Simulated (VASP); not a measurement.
# InAs (F-43m) in VASP: settings compared

Aim: see how the results for InAs move with the level of theory and the settings. Levels: PBE, PBE-based screened hybrid. Tasks: single point.

Program: VASP 6.6.1. These are calculated values, not measurements. Logs are shortened: lines on timing, memory, paths and dates and some standing lists are left out, and cuts for length are marked.

**The experiment to reproduce.**

A printed reference work, data compilation reports, for a bulk crystal of InAs at 4.2 K: band gap 0.418 eV (direct).

The results are compared with them further down.

### Step 1. The cell of the first run

Symmetry: F-43m, No. 216, cubic system. Conventional cell: a = 6.048 Å, b = 6.048 Å, c = 6.048 Å, α = 90.00°, β = 90.00°, γ = 90.00°. In (site symmetry -43m) has 4 As at 2.62 Å within 3.5 Å. Within 3.5 Å of As (site symmetry -43m) lie 4 In at 2.62 Å.

### Step 2. Single point, PBE

INCAR

```
PREC = Accurate
ENCUT = 520
EDIFF = 1E-6
ISMEAR = 0
SIGMA = 0.05
LREAL = False
LASPH = True
NELM = 60
ALGO = Normal
ISIF = 2
LWAVE = False
LCHARG = False
GGA = PE
NBANDS = 16
```

KPOINTS

```
Automatic mesh
0
Gamma
  6 6 6
```

POSCAR

```
InAs
1.0
    0.0000000000      3.0240000793      3.0240000793
    3.0240000793      0.0000000000      3.0240000793
    3.0240000793      3.0240000793      0.0000000000
In As
1 1
Direct
    0.0000000000      0.0000000000      0.0000000000
    0.7500000000      0.7500000000      0.7500000000
```

Potentials or basis: VASP PAW PBE potentials, release 64 (In_d, As).

Command:

```sh
cat potpaw_PBE.64/In_d/POTCAR potpaw_PBE.64/As/POTCAR > POTCAR
mpirun -np 1 vasp_std > vasp.out
```

OUTCAR:

```text
PREC = Accurate
   ENCUT = 520
   EDIFF = 1E-6
   ISMEAR = 0
   LREAL = False
   LASPH = True
   NELM = 60
   ISIF = 2
   GGA = PE

 ion  position               nearest neighbor table
   1  0.000  0.000  0.000-   2 2.62   2 2.62   2 2.62   2 2.62
   2  0.750  0.750  0.750-   1 2.62   1 2.62   1 2.62   1 2.62

  LATTYP: Found a face centered cubic cell.
 ALAT       =     6.0480001586

  Lattice vectors:

 A1 = (   0.0000000000,   3.0240000793,   3.0240000793)
 A2 = (   3.0240000793,   0.0000000000,   3.0240000793)
 A3 = (   3.0240000793,   3.0240000793,   0.0000000000)

Analysis of symmetry for initial positions (statically):
=====================================================================
 Subroutine PRICEL returns:
 Original cell was already a primitive cell.

 Routine SETGRP: Setting up the symmetry group for a
 face centered cubic supercell.

 Subroutine GETGRP returns: Found 24 space group operations
 (whereof 24 operations were pure point group operations)
 out of a pool of 48 trial point group operations.

The static configuration has the point symmetry T_d .

Analysis of symmetry for dynamics (positions and initial velocities):
=====================================================================
 Subroutine PRICEL returns:
 Original cell was already a primitive cell.

 Routine SETGRP: Setting up the symmetry group for a
 face centered cubic supercell.

 Subroutine GETGRP returns: Found 24 space group operations
 (whereof 24 operations were pure point group operations)
 out of a pool of 48 trial point group operations.

The dynamic configuration has the point symmetry T_d .

 Subroutine INISYM returns: Found 24 space group operations
 (whereof 24 operations are pure point group operations),
 and found     1 'primitive' translations

----------------------------------------------------------------------------------------

                                     Primitive cell

  volume of cell :      55.3064

  direct lattice vectors                    reciprocal lattice vectors
     0.000000000  3.024000079  3.024000079    -0.165343911  0.165343911  0.165343911
     3.024000079  0.000000000  3.024000079     0.165343911 -0.165343911  0.165343911
     3.024000079  3.024000079  0.000000000     0.165343911  0.165343911 -0.165343911

  length of vectors
     4.276581925  4.276581925  4.276581925     0.286384055  0.286384055  0.286384055

  position of ions in fractional coordinates (direct lattice)
     0.000000000  0.000000000  0.000000000
     0.750000000  0.750000000  0.750000000

  ion indices of the primitive-cell ions
   primitive index   ion index
                 1           1
                 2           2

----------------------------------------------------------------------------------------

 KPOINTS: Automatic mesh

Automatic generation of k-mesh.
 Grid dimensions read from file:
 generate k-points for:    6    6    6

 Generating k-lattice:

  Cartesian coordinates                     Fractional coordinates (reciprocal lattice)
    -0.027557319  0.027557319  0.027557319     0.166666667  0.000000000  0.000000000
     0.027557319 -0.027557319  0.027557319     0.000000000  0.166666667  0.000000000
     0.027557319  0.027557319 -0.027557319     0.000000000  0.000000000  0.166666667

  Length of vectors
     0.047730676  0.047730676  0.047730676

  Shift w.r.t. Gamma in fractional coordinates (k-lattice)
     0.000000000  0.000000000  0.000000000

 Subroutine IBZKPT returns following result:
 ===========================================

 Found     16 irreducible k-points:

 Following reciprocal coordinates:
            Coordinates               Weight
  0.000000  0.000000  0.000000      1.000000
  0.166667  0.000000  0.000000      8.000000
  0.333333  0.000000  0.000000      8.000000
  0.500000  0.000000  0.000000      4.000000
  0.166667  0.166667  0.000000      6.000000
  0.333333  0.166667  0.000000     24.000000
[... 8 lines left out ...]
 -0.333333  0.333333  0.166667     24.000000
 -0.333333  0.500000  0.166667     12.000000
   k-points           NKPTS =     16   k-points in BZ     NKDIM =     16   number of bands    NBANDS=     16
   number of dos      NEDOS =    301   number of ions     NIONS =      2
   total plane-waves  NPLWV =  32768
   dimension x,y,z NGX =    32 NGY =   32 NGZ =   32
   dimension x,y,z NGXF=    64 NGYF=   64 NGZF=   64
   ions per type =               1   1
   NGX,Y,Z   is equivalent  to a cutoff of  12.44, 12.44, 12.44 a.u.
   NGXF,Y,Z  is equivalent  to a cutoff of  24.88, 24.88, 24.88 a.u.
 SYSTEM =  unknown system
   PREC   = accura    normal or accurate (medium, high low for compatibility)
   ISTART =      0    job   : 0-new  1-cont  2-samecut
   ICHARG =      2    charge: 1-file 2-atom 10-const
   ISPIN  =      1    spin polarized calculation?
   LNONCOLLINEAR =      F non collinear calculations
   LSORBIT =      F    spin-orbit coupling
   LASPH  =      T    aspherical Exc in radial PAW
   ENCUT  =  520.0 eV  38.22 Ry    6.18 a.u.   7.95  7.95  7.95*2*pi/ulx,y,z
   NELM   =     60;   NELMIN=  2; NELMDL= -5     # of ELM steps
   EDIFF  = 0.1E-05   stopping-criterion for ELM
   LREAL  =      F    real-space projection
   EDIFFG = 0.1E-04   stopping-criterion for IOM
   NSW    =      0    number of steps for IOM
   IBRION =     -1    ionic relax: 0-MD 1-quasi-New 2-CG
   NFREE  =      0    steps in history (QN), initial steepest desc. (CG)
   ISIF   =      2    stress and relaxation
   ISYM   =      2    0-nonsym 1-usesym 2-fastsym
   POTIM  = 0.5000    time-step for ionic-motion
   TEBEG  =    0.0;   TEEND  =   0.0 temperature during run
   PSTRESS=    0.0 pullay stress
   NELECT =      18.0000    total number of electrons
   NUPDOWN=      -1.0000    fix difference up-down
   EMIN   =  10.00;   EMAX   =-10.00  energy-range for DOS
   EFERMI =   0.00;   METHOD = LEGACY
   ISMEAR =     0;   SIGMA  =   0.05  broadening in eV -4-tet -1-fermi 0-gaus
   EFERMI_NEDOS =   21; number of points for ismear=-14 and -15
   IALGO  =     38    algorithm
   IMIX   =      4    mixing-type and parameters
     AMIX     =   0.40;   BMIX     =  1.00
     AMIX_MAG =   1.60;   BMIX_MAG =  1.00
  volume/ion in A,a.u.               =      27.65       186.61
  Fermi-wavevector in a.u.,A,eV,Ry     =   1.126092  2.128005 17.253319  1.268083
  Thomas-Fermi vector in A             =   2.262772
   LORBIT       =      0    0 simple, 1 ext, 2 COOP (PROOUT), +10 PAW based schemes
   GGA     = PE    functional components
   LHFCALC =     F    Hartree Fock is set to
   AEXX    =    0.0000 exact exchange contribution
   IVDW    =     0    specifies the selected vdW correction
   LEPSILON=     F    determine dielectric tensor
   LRPA    =     F    only Hartree local field effects (RPA)
 non-spin polarized calculation
 Gauss-broadening in eV      SIGMA  =   0.05
  energy-cutoff  :      520.00
  volume of cell :       55.31
 maximum number of plane-waves:      1524
   NGX = 15   NGY = 15   NGZ = 15

 number of electron      17.9999990 magnetization

 Free energy of the ion-electron system (eV)
  ---------------------------------------------------
  ext. energy  EPLUGINS =         0.00000000
  ---------------------------------------------------
  free energy    TOTEN  =        -7.65464219 eV

  energy without entropy =       -7.65428510  energy(sigma->0) =       -7.65446365

 E-fermi :   4.5243     XC(G=0):  -9.0881

 val. band max:        4.5090515467   @ k =   0.0000   0.0000   0.0000
 cond. band min:       5.4619377488   @ k =   0.5000   0.0000   0.0000
 fundamental gap:      0.9528862021
 Fermi energy:         4.5242799283

 k-point     1 :       0.0000    0.0000    0.0000
  band No.  band energies     occupation
      1      -9.8881      2.00000
      2      -9.8881      2.00000
      3      -9.8881      2.00000
      4      -9.7628      2.00000
      5      -9.7628      2.00000
      6      -7.3489      2.00000
[... 8 lines left out ...]
     15      14.1852      0.00000
     16      14.1852      0.00000

 k-point     2 :       0.1667    0.0000    0.0000
  band No.  band energies     occupation
      1      -9.9216      2.00000
      2      -9.8783      2.00000
      3      -9.8783      2.00000
      4      -9.7627      2.00000
      5      -9.7627      2.00000
      6      -7.0669      2.00000
[... 8 lines left out ...]
     15      13.1030      0.00000
     16      13.1030      0.00000

 k-point     3 :       0.3333    0.0000    0.0000
  band No.  band energies     occupation
      1      -9.9825      2.00000
      2      -9.8624      2.00000
      3      -9.8624      2.00000
      4      -9.7589      2.00000
      5      -9.7589      2.00000
      6      -6.3651      2.00000
[... 8 lines left out ...]
     15      13.5827      0.00000
     16      13.5827      0.00000

 k-point     4 :       0.5000    0.0000    0.0000
  band No.  band energies     occupation
      1     -10.0106      2.00000
      2      -9.8566      2.00000
      3      -9.8566      2.00000
      4      -9.7546      2.00000
      5      -9.7546      2.00000
      6      -5.8799      2.00000
[... 8 lines left out ...]
     15      15.2568      0.00000
     16      15.2568      0.00000
[... 172 lines left out ...]
 k-point    14 :       0.5000    0.3333    0.1667
  band No.  band energies     occupation
      1     -10.0238      2.00000
      2      -9.8439      2.00000
      3      -9.8316      2.00000
      4      -9.7778      2.00000
      5      -9.7514      2.00000
      6      -5.8331      2.00000
[... 8 lines left out ...]
     15      15.1261      0.00000
     16      16.4808      0.00000

 k-point    15 :      -0.3333    0.3333    0.1667
  band No.  band energies     occupation
      1     -10.0361      2.00000
      2      -9.8434      2.00000
      3      -9.8234      2.00000
      4      -9.7736      2.00000
      5      -9.7552      2.00000
      6      -5.4602      2.00000
[... 8 lines left out ...]
     15      15.3569      0.00000
     16      16.2791      0.00000

 k-point    16 :      -0.3333    0.5000    0.1667
  band No.  band energies     occupation
      1     -10.0524      2.00000
      2      -9.8300      2.00000
      3      -9.8129      2.00000
      4      -9.7845      2.00000
      5      -9.7493      2.00000
      6      -5.2996      2.00000
[... 8 lines left out ...]
     15      16.1419      0.00000
     16      16.3587      0.00000

------------------------ aborting loop because EDIFF is reached ----------------------------------------

  FORCE on cell =-STRESS in cart. coord.  units (eV):
  Direction    XX          YY          ZZ          XY          YZ          ZX
  --------------------------------------------------------------------------------------
  -------------------------------------------------------------------------------------
  Total        1.3875909      1.3875909      1.3875909      0.0000000      0.0000000     -0.0000000
  in kB       40.1972761     40.1972761     40.1972761      0.0000000      0.0000000     -0.0000000
  external PRESSURE =      40.1972761 kB  Pullay stress =       0.0000000 kB

 VOLUME and BASIS-vectors are now :
 -----------------------------------------------------------------------------
  energy-cutoff  :      520.00
  volume of cell :       55.31
      direct lattice vectors                 reciprocal lattice vectors
     0.000000000  3.024000079  3.024000079    -0.165343911  0.165343911  0.165343911
     3.024000079  0.000000000  3.024000079     0.165343911 -0.165343911  0.165343911
     3.024000079  3.024000079  0.000000000     0.165343911  0.165343911 -0.165343911

 POSITION                                       TOTAL-FORCE (eV/Angst)
 -----------------------------------------------------------------------------------
      0.00000      0.00000      0.00000         0.000000      0.000000      0.000000
      4.53600      4.53600      4.53600        -0.000000     -0.000000     -0.000000
 -----------------------------------------------------------------------------------
    total drift:                                0.000000      0.000000      0.000000

  FREE ENERGIE OF THE ION-ELECTRON SYSTEM (eV)
  ---------------------------------------------------
  free  energy   TOTEN  =        -7.6546421900 eV

  energy  without entropy=       -7.6542851013  energy(sigma->0) =       -7.65446365
```

Run time: 12 s. Hardware: 1 thread of Intel Xeon 6975P-C, shared host; peak memory 0.18 GiB.

What came out:

```
Free energy            : -7.6546 eV
Pressure               : 4.0 GPa
Band gap on the k mesh : zero (filled and empty bands touch)
```

Levels at points of the mesh, in eV from the Fermi level:
```tsv
k point	band 5	band 6	band 7	band 8	band 9	band 10	band 11	band 12	band 13	band 14
(0.00, 0.00, 0.00)	-14.29	-11.87	-0.22	-0.02	-0.02	-0.02	3.89	3.89	3.89	7.49
(0.50, 0.00, 0.00)	-14.28	-10.40	-5.78	-1.00	-1.00	0.94	4.66	4.66	6.84	9.02
(0.50, 0.50, 0.00)	-14.26	-9.86	-5.85	-2.34	-2.34	1.53	2.04	9.17	9.25	9.25
```

Caveat: spin-orbit coupling is left out, which moves the levels of the heavy elements.

(Continued in part 2 of 2.)
